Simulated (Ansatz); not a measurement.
System: LiF (rock salt type), 2 atoms in the cell.

```
Li F
1.0
     0.00000    2.03500    2.03500
     2.03500    0.00000    2.03500
     2.03500    2.03500    0.00000
Li F
1 1
Direct
  0.00000 0.00000 0.00000
  0.50000 0.50000 0.50000
```

Code and potentials: Ansatz all-electron PAW datasets made for this crystal, 360 eV. Settings: k-mesh 6×6×6 Γ-centred; Fermi–Dirac smearing of 0.02 eV; no spin polarisation. For HSE06: exchange singularity: regularized.

Plain PBE gives:

```
Pressure        : -0.19 GPa
Gap on the mesh : 8.80 eV
```

What changes under HSE06 (400 eV)?

The pressure drops by 2.865 GPa to -3.053 GPa; the gap goes up by 2.286 eV to 11.083 eV.

What changes under r²SCAN?

The pressure drops by 3.89 GPa to -4.08 GPa; the gap goes up by 0.978 eV to 9.775 eV.

The stress includes the program's correction for the finite plane-wave basis.

Semilocal functionals give gaps that mostly lie well below measured ones.
